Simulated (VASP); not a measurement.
# TiAl (P-6m2) in VASP: single point with PBEsol

Aim: the single point of TiAl with PBEsol.

Program: VASP 6.6.1. These are calculated values, not measurements. Logs are shortened: lines on timing, memory, paths and dates and some standing lists are left out, and cuts for length are marked.

## Step 1: The crystal as given

Symmetry: P-6m2, No. 187, hexagonal system. The conventional cell has a = 2.848 Å, b = 2.848 Å, c = 4.619 Å, α = 90.00°, β = 90.00°, γ = 120.00°. Ti (site symmetry -6m2) is surrounded by 6 Al at 2.83 Å and 6 Ti at 2.85 Å. Al (site symmetry -6m2) has 6 Ti at 2.83 Å and 6 Al at 2.85 Å as nearest neighbours.

The cell comes from a database or a generator and needn't be the stable form of this composition.

## Step 2: Single point, PBEsol

File INCAR:

```
SYSTEM = TiAl
PREC = Accurate
ENCUT = 520
EDIFF = 1E-6
ISMEAR = 0
SIGMA = 0.1
LREAL = .FALSE.
LASPH = .TRUE.
NELM = 100
ALGO = Fast
ISIF = 2
LWAVE = .FALSE.
LCHARG = .FALSE.
GGA = PS
NBANDS = 14
```

File KPOINTS:

```
regular mesh
0
G
  18 18 10
  0 0 0
```

File POSCAR:

```
TiAl
1.0
    2.8475335181      0.0000000029      0.0000000000
   -1.4237667615      2.4660363634      0.0000000000
    0.0000000000      0.0000000000      4.6192521812
Ti Al
1 1
Direct
    0.0000000000      0.0000000000      0.0000000000
    0.3333333333      0.6666666667      0.5000000000
```

Potentials or basis: VASP PAW PBE potentials, release 64 (Ti_sv, Al).

On the command line:

```sh
$ cat potpaw_PBE.64/Ti_sv/POTCAR potpaw_PBE.64/Al/POTCAR > POTCAR
$ mpirun -np 1 vasp_std > vasp.out
```

OUTCAR:

```text
SYSTEM = TiAl
   PREC = Accurate
   ENCUT = 520
   EDIFF = 1E-6
   ISMEAR = 0
   LREAL = .FALSE.
   LASPH = .TRUE.
   NELM = 100
   ISIF = 2
   GGA = PS

 ion  position               nearest neighbor table
   1  0.000  0.000  0.000-   2 2.83   2 2.83   2 2.83   2 2.83   2 2.83   2 2.83
   2  0.333  0.667  0.500-   1 2.83   1 2.83   1 2.83   1 2.83   1 2.83   1 2.83

  LATTYP: Found a hexagonal cell.
 ALAT       =     2.8475335181
 C/A-ratio  =     1.6221941381

  Lattice vectors:

 A1 = (   2.8475335181,   0.0000000029,   0.0000000000)
 A2 = (  -1.4237667615,   2.4660363634,   0.0000000000)
 A3 = (   0.0000000000,   0.0000000000,   4.6192521812)

Analysis of symmetry for initial positions (statically):
=====================================================================
 Subroutine PRICEL returns:
 Original cell was already a primitive cell.

 Routine SETGRP: Setting up the symmetry group for a
 hexagonal supercell.

 Subroutine GETGRP returns: Found 12 space group operations
 (whereof 12 operations were pure point group operations)
 out of a pool of 24 trial point group operations.

The static configuration has the point symmetry D_3h.

Analysis of symmetry for dynamics (positions and initial velocities):
=====================================================================
 Subroutine PRICEL returns:
 Original cell was already a primitive cell.

 Routine SETGRP: Setting up the symmetry group for a
 hexagonal supercell.

 Subroutine GETGRP returns: Found 12 space group operations
 (whereof 12 operations were pure point group operations)
 out of a pool of 24 trial point group operations.

The dynamic configuration has the point symmetry D_3h.

 Subroutine INISYM returns: Found 12 space group operations
 (whereof 12 operations are pure point group operations),
 and found     1 'primitive' translations

----------------------------------------------------------------------------------------

                                     Primitive cell

  volume of cell :      32.4369

  direct lattice vectors                    reciprocal lattice vectors
     2.847533518  0.000000003  0.000000000     0.351181116  0.202754512  0.000000000
    -1.423766762  2.466036363  0.000000000    -0.000000000  0.405509024  0.000000000
     0.000000000  0.000000000  4.619252181     0.000000000  0.000000000  0.216485258

  length of vectors
     2.847533518  2.847533518  4.619252181     0.405509024  0.405509024  0.216485258

  position of ions in fractional coordinates (direct lattice)
     0.000000000  0.000000000  0.000000000
     0.333333333  0.666666667  0.500000000

[... 91 lines left out ...]
   ISMEAR =     0;   SIGMA  =   0.10  broadening in eV -4-tet -1-fermi 0-gaus
   EFERMI_NEDOS =   21; number of points for ismear=-14 and -15
   IALGO  =     68    algorithm
   IMIX   =      4    mixing-type and parameters
     AMIX     =   0.40;   BMIX     =  1.00
     AMIX_MAG =   1.60;   BMIX_MAG =  1.00
  volume/ion in A,a.u.               =      16.22       109.45
  Fermi-wavevector in a.u.,A,eV,Ry     =   1.265975  2.392347 21.805970  1.602694
  Thomas-Fermi vector in A             =   2.399200
   LORBIT       =      0    0 simple, 1 ext, 2 COOP (PROOUT), +10 PAW based schemes
   GGA     = PS    functional components
   LHFCALC =     F    Hartree Fock is set to
   AEXX    =    0.0000 exact exchange contribution
   IVDW    =     0    specifies the selected vdW correction
   LEPSILON=     F    determine dielectric tensor
   LRPA    =     F    only Hartree local field effects (RPA)
 non-spin polarized calculation
 RMM-DIIS sequential band-by-band and
 Gauss-broadening in eV      SIGMA  =   0.10
  energy-cutoff  :      520.00
  volume of cell :       32.44
 maximum number of plane-waves:       888
 NGX is ok and might be reduce to    24
   NGX = 11   NGY = 11   NGZ = 17

 number of electron      15.0000005 magnetization

 Free energy of the ion-electron system (eV)
  ---------------------------------------------------
  ext. energy  EPLUGINS =         0.00000000
  ---------------------------------------------------
  free energy    TOTEN  =       -12.93961222 eV

  energy without entropy =      -12.92694607  energy(sigma->0) =      -12.93327914

 E-fermi :   8.0340     XC(G=0): -11.1464

 val. band max:        8.0339572247   @ k =   0.2778   0.1111   0.5000
 cond. band min:       8.0340656757   @ k =   0.3333   0.3333   0.3000
 fundamental gap:      0.0001084511
 Fermi energy:         8.0340006449

 k-point     1 :       0.0000    0.0000    0.0000
  band No.  band energies     occupation
      1     -48.1967      2.00000
      2     -24.6253      2.00000
      3     -24.1760      2.00000
      4     -24.1760      2.00000
      5      -0.9948      2.00000
      6       5.7282      2.00000
      7       6.2509      2.00000
      8       9.3448      0.00000
      9       9.3448      0.00000
     10      10.8697      0.00000
     11      10.8697      0.00000
     12      12.1347      0.00000
     13      21.0630      0.00000
     14      21.0630      0.00000
[... 377 lines left out ...]
      1     -48.0914      2.00000
      2     -24.7595      2.00000
      3     -24.5220      2.00000
      4     -24.3609      2.00000
      5       3.7718      2.00000
      6       6.0648      2.00000
      7       6.5838      2.00000
      8       7.2468      2.00000
      9       9.6435      0.00000
     10      11.2170      0.00000
     11      12.2276      0.00000
     12      12.7868      0.00000
     13      13.6949      0.00000
     14      14.7164      0.00000

 [... further k-points ...]

------------------------ aborting loop because EDIFF is reached ----------------------------------------

  FORCE on cell =-STRESS in cart. coord.  units (eV):
  Direction    XX          YY          ZZ          XY          YZ          ZX
  --------------------------------------------------------------------------------------
  -------------------------------------------------------------------------------------
  Total        0.0091929      0.0091929      0.0326731      0.0000000      0.0000000      0.0000000
  in kB        0.4540726      0.4540726      1.6138408      0.0000000      0.0000000      0.0000000
  external PRESSURE =       0.8406620 kB  Pullay stress =       0.0000000 kB

 VOLUME and BASIS-vectors are now :
 -----------------------------------------------------------------------------
  energy-cutoff  :      520.00
  volume of cell :       32.44
      direct lattice vectors                 reciprocal lattice vectors
     2.847533518  0.000000003  0.000000000     0.351181116  0.202754512  0.000000000
    -1.423766762  2.466036363  0.000000000    -0.000000000  0.405509024  0.000000000
     0.000000000  0.000000000  4.619252181     0.000000000  0.000000000  0.216485258

 POSITION                                       TOTAL-FORCE (eV/Angst)
 -----------------------------------------------------------------------------------
      0.00000      0.00000      0.00000        -0.000000      0.000000      0.000000
     -0.00000      1.64402      2.30963         0.000000     -0.000000      0.000000
 -----------------------------------------------------------------------------------
    total drift:                                0.000000     -0.000000      0.000000

  FREE ENERGIE OF THE ION-ELECTRON SYSTEM (eV)
  ---------------------------------------------------
  free  energy   TOTEN  =       -12.9396122193 eV

  energy  without entropy=      -12.9269460657  energy(sigma->0) =      -12.93327914
```

Run time: 3.8 min. Hardware: 1 thread of AMD EPYC 7R13 (Zen 3), shared host; peak memory 0.2 GiB.

What came out:

| Property | Result |
| --- | --- |
| Free energy | -12.9396 eV |
| Pressure | 0.1 GPa |
| Band gap on the k mesh | none (metal or under the smearing width) |

Caveat: the PAW data sets were made with another functional, which shifts forces and pressure a little.
